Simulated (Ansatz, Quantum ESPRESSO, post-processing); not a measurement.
# 2H-WS2, 1 layer in an electric field, part 2 of 2

Wanted: polarisability and gap of 2H-WS2, 1 layer against a perpendicular field.

Quantum ESPRESSO 7.5; plane-wave DFT, PBE, PseudoDojo norm-conserving pseudopotentials; geometry and cross-check by Ansatz 0.2.0 with PAW datasets.

So far. Step 13 (Band structure: field 0.4 V/Å): Along this path the valence top lies at K and the conduction bottom at K. The valence levels at K and Γ lie only 0.04 eV apart, so strain, functional or spin-orbit coupling can change their order; in real monolayers of this family spin-orbit coupling lifts K. Step 14 (Valence density): The density integrates to 26.000 electrons, as the 26 of the input ask.

### 16. Charge moved by a field of 0.2 V/Å

Numbers from this step:

- largest charge moved across a plane: 0.001087 e/Å²
- dipole step: -1.017 eV

Table of planar mean by z:

z (Å), planar mean (e/Å³) and a bar from the least value:
```
      2.5    0.00000 ###############
      3.0    0.00000 ###############
      3.5    0.00000 ###############
      4.0    0.00000 ###############
      4.5    0.00000 ###############
      5.0    0.00001 ###############
      5.5    0.00002 ###############
      6.0    0.00005 ################
      6.5    0.00015 ##################
      7.0    0.00036 #######################
      7.5    0.00067 ##############################
      8.0    0.00057 ############################
      8.5    0.00020 ###################
      9.0    0.00016 ###################
      9.5   -0.00011 ############
     10.0   -0.00004 ##############
     10.5    0.00005 ################
     11.0    0.00009 #################
     11.5   -0.00017 ###########
     12.0   -0.00021 ##########
     12.5   -0.00061 #
     13.0   -0.00066 
     13.5   -0.00033 #######
     14.0   -0.00013 ############
     14.5   -0.00005 ##############
     15.0   -0.00002 ###############
     15.5    0.00000 ###############
     16.0    0.00000 ###############
     16.5    0.00000 ###############
     17.0    0.00000 ###############
     17.5    0.00000 ###############
```

Table of running integral, electrons below z by z:

| z (Å) | running integral, electrons below z (e/Å²) |
| --- | --- |
| 3.0 | 3.9e-8 |
| 3.5 | 1.2e-7 |
| 4.0 | 3.6e-7 |
| 4.5 | 1.1e-6 |
| 5.0 | 3.3e-6 |
| 5.5 | 9.9e-6 |
| 6.0 | 2.9e-5 |
| 6.5 | 8.1e-5 |
| 7.0 | 2.1e-4 |
| 7.5 | 4.9e-4 |
| 8.0 | 8.2e-4 |
| 8.5 | 9.7e-4 |
| 9.0 | 0.00107 |
| 9.5 | 0.00107 |
| 10.0 | 0.00103 |
| 10.5 | 0.00103 |
| 11.0 | 0.00108 |
| 11.5 | 0.00105 |
| 12.0 | 9.5e-4 |
| 12.5 | 7.4e-4 |
| 13.0 | 3.9e-4 |
| 13.5 | 1.6e-4 |
| 14.0 | 5.6e-5 |
| 14.5 | 1.9e-5 |
| 15.0 | 6.0e-6 |
| 15.5 | 1.8e-6 |
| 16.0 | 5.5e-7 |
| 16.5 | 1.6e-7 |
| 17.0 | 4.9e-8 |

### 17. Polarisability from the dipole between 0 and 0.1 V/A

This step gave:

- change of slope in the vacuum: 0.10000 eV/Å
- polarisability a cell: 3.562 Å³
- sheet polarisability 4πα/A: 5.088 Å

The change of the potential energy, second field less first by z:

| z (Å) | change of the potential energy, second field less first (eV) |
| --- | --- |
| 0.0 | -0.384 |
| 0.5 | -0.719 |
| 1.0 | -0.669 |
| 1.5 | -0.619 |
| 2.0 | -0.569 |
| 2.5 | -0.519 |
| 3.0 | -0.469 |
| 3.5 | -0.419 |
| 4.0 | -0.369 |
| 4.5 | -0.319 |
| 5.0 | -0.269 |
| 5.5 | -0.219 |
| 6.0 | -0.170 |
| 6.5 | -0.122 |
| 7.0 | -0.0772 |
| 7.5 | -0.0410 |
| 8.0 | -0.0191 |
| 8.5 | -0.00956 |
| 9.0 | -0.00549 |
| 9.5 | -0.00435 |
| 10.0 | -0.00171 |
| 10.5 | 0.00187 |
| 11.0 | 0.00436 |
| 11.5 | 0.00559 |
| 12.0 | 0.0100 |
| 12.5 | 0.0202 |
| 13.0 | 0.0431 |
| 13.5 | 0.0803 |
| 14.0 | 0.125 |
| 14.5 | 0.173 |
| 15.0 | 0.223 |
| 15.5 | 0.273 |
| 16.0 | 0.323 |
| 16.5 | 0.373 |
| 17.0 | 0.423 |
| 17.5 | 0.473 |
| 18.0 | 0.523 |
| 18.5 | 0.573 |
| 19.0 | 0.623 |
| 19.5 | 0.673 |
| 20.0 | 0.462 |

### 18. Dipole against field

The dipole along the normal, dipole moment by applied field:

| applied field (V/Å) | dipole along the normal, dipole moment (e·Å) |
| --- | --- |
| 0.000 | 0 |
| 0.100 | 0.0247 |
| 0.200 | 0.0495 |
| 0.400 | 0.0991 |

### 19. Cross-check with Ansatz: field 0.1 V/Å

A second code with its own PAW datasets, on the same atoms.

Level of this step: plane-wave DFT, PBE, Ansatz PAW (Ansatz 0.2.0).

input.yaml

```yaml
crystal:
  lattice:
    - [3.1870946363, 0.0, 0.0]
    - [-1.5935473181, 2.7601049193, 0.0]
    - [0.0, 0.0, 20.4756202324]
  atoms:
    - { symbol: S, position: [0.3333333333, 0.6666666667, 0.4232423508] }
    - { symbol: W, position: [0.0, 0.0, 0.4999999943] }
    - { symbol: S, position: [0.3333333333, 0.6666666667, 0.5767576549] }
kpoints:
  mp_grid: { grid: [12, 12, 1] }
hamiltonian:
  xc: pbe
scf:
  occupations: { method: fermi_dirac, width: 0.054 }
  convergence: { dr2_threshold: 1.0e-09 }
efield:
  axis: 3
  dipole_correction: true
  ramp_position: 0.97
  ramp_width: 0.04
  amplitude: 0.1
output:
  write_potential: true
  write_density: true
  volumetric_format: npy
```

Command:

```
ansatz run input.yaml --threads 4 --pin off --max-ram 8192MiB --backend cpu --events-out ev --progress --plain --runs-dir out
```

Run time: 1.9 s. Hardware: 4 threads of Arm Neoverse V2, shared host; peak memory 0.41 GiB; 7 s of CPU time.

This step gave:

```
free energy             : -12191.4382 eV
Fermi energy            : 0.1860 eV
gap by band count       : 1.812 eV
dipole along the normal : 0.02476 e·Å
```

At 0.1 V/Å Ansatz's dipole is 0.0248 e Å against 0.0247 from pw.x.

### 20. Cross-check with Ansatz: field -0.1 V/Å

input.yaml is the input of step 19 with these lines changed:

```diff
@@ -21,3 +21,3 @@
   ramp_width: 0.04
-  amplitude: 0.1
+  amplitude: -0.1
 output:
```

Wall time 1.9 s (4 threads); peak memory 0.41 GiB; 7 s of CPU time.

Numbers from this step:

- Fermi energy: 0.1552 eV
- dipole along the normal: -0.02475 e·Å

### 21. Dipole against field, Ansatz

Dipole along the normal, dipole moment against applied field:

| applied field (V/Å) | dipole along the normal, dipole moment (e·Å) |
| --- | --- |
| -0.1000 | -0.0248 |
| 0.0000 | 3.4e-5 |
| 0.1000 | 0.0248 |

### 22. Self-consistent run, with smearing = gaussian and degauss = 0.005

A sensitivity test on the input.

Level of this step: plane-wave DFT, PBE, PseudoDojo norm-conserving pseudopotentials (Quantum ESPRESSO 7.5).

f1.w0.in

```
&control
  prefix = 'f1.w0'
  outdir = './out'
  pseudo_dir = './pseudo'
  calculation = 'scf'
  tprnfor = .true.
  tefield = .true.
  dipfield = .true.
/
&system
  ibrav = 0
  nat = 3
  ntyp = 2
  ecutwfc = 62
  ecutrho = 248
  occupations = 'smearing'
  smearing = 'gaussian'
  degauss = 0.005
  edir = 3
  emaxpos = 0.97
  eopreg = 0.04
  eamp = 0.00194469
/
&electrons
  conv_thr = 1e-09
  mixing_beta = 0.4
  electron_maxstep = 120
  mixing_mode = 'plain'
/
ATOMIC_SPECIES
  S   32.0600  S.dojo-sr-pbe-0.4.1-standard.upf
  W   183.8400  W.dojo-sr-pbe-0.4.1-standard.upf
CELL_PARAMETERS angstrom
  3.18709463626029 0.00000000000000 0.00000000000000
  -1.59354731813014 2.76010491926653 0.00000000000000
  0.00000000000000 0.00000000000000 20.47562023240000
ATOMIC_POSITIONS crystal
  S   0.333333333333 0.666666666667 0.423242350828
  W   -0.000000000000 -0.000000000000 0.499999994263
  S   0.333333333333 0.666666666667 0.576757654909
K_POINTS automatic
  12 12 1 0 0 0
```

Command:

```
OMP_NUM_THREADS=1 mpirun -n 4 pw.x -nk 4 -in f1.w0.in > f1.w0.out
```

It took 50 s on 4 MPI ranks; peak memory 0.58 GiB; 3.4 min of CPU time.

Beside the run it was changed from:

| quantity | this run | unchanged run | difference |
| --- | --- | --- | --- |
| dipole along the normal (e·Å) | 0.02473 | 0.02473 | 0 |
| free energy (eV) | -2667.190 | -2667.190 | 0 |
| wall time (s) | 50 | 46 |  |
| SCF iterations | 12 | 10 |  |

The free energy moves by +0 meV an atom.

This run starts from superposed atoms, the unchanged one from a saved density, so their iteration counts don't compare.

The physical values in this table stay within 0.05 %.

### 23. Worked from the printed numbers

α = Δp/E = (0.02473 − (0.00000)) e Å / 0.1 V/Å = 0.2473 e Å²/V; times e/(4πε₀) = 14.40 V Å this is 3.562 Å³. With A = 8.797 Å², 4πα/A = 5.088 Å.

### 24. Results

```yaml
polarisability_along_the_normal_a_cell: 3.56 Å³
sheet_polarisability_4pi_alpha_a: 5.09 Å
dipole_without_a_field: 0 e·Å
kohn_sham_ionisation_potential_upper_face: 5.71 eV
gap_along_the_path_at_0_v_a: 1.81 eV
gap_along_the_path_at_0p2_v_a: 1.81 eV
gap_along_the_path_at_0p4_v_a: 1.81 eV
```

In words: The sheet answers a field with a polarisability of 3.56 Å³ a cell, or 4πα/A = 5.09 Å (PBE, PseudoDojo norm-conserving). In pw.x the dipole follows the field linearly over the range tried. A perfect conductor 5.09 Å thick would screen alike; the outer atoms lie 3.14 Å apart. At 0.1 V/Å the sheet takes 0.509 eV off the potential drop. At 0.2 V/Å the gap along the path is unchanged within 0.01 eV. Quantum ESPRESSO and Ansatz give 3.562 and 3.565 Å³ for the polarisability (pw.x from 0 and 0.1 V/Å, Ansatz from ±0.1 V/Å), which agree. The ions stay at their zero-field places, so this is the electrons' response alone. Semilocal gaps are too small, and in strong fields empty levels can belong to the vacuum. Spin-orbit coupling is left out; depending on the atoms that carry the levels of interest, it can split and shift them by tenths of an eV to an eV or more.

[Logs are printed without paths, hosts, clocks, repeated set-up lines and the standing remarks that a program may print on its own settings, such as how far it seeks lower states.]

[Hosts, paths, dates, database ids (printed as entryN), source tags and the programs' standing remarks are cut or masked in the printed files.]

[Maps of the electrostatic potential energy from Ansatz leave out the sawtooth potential of an applied field or a dipole correction, so their vacuum need not be flat; planar profiles and work functions include it.]
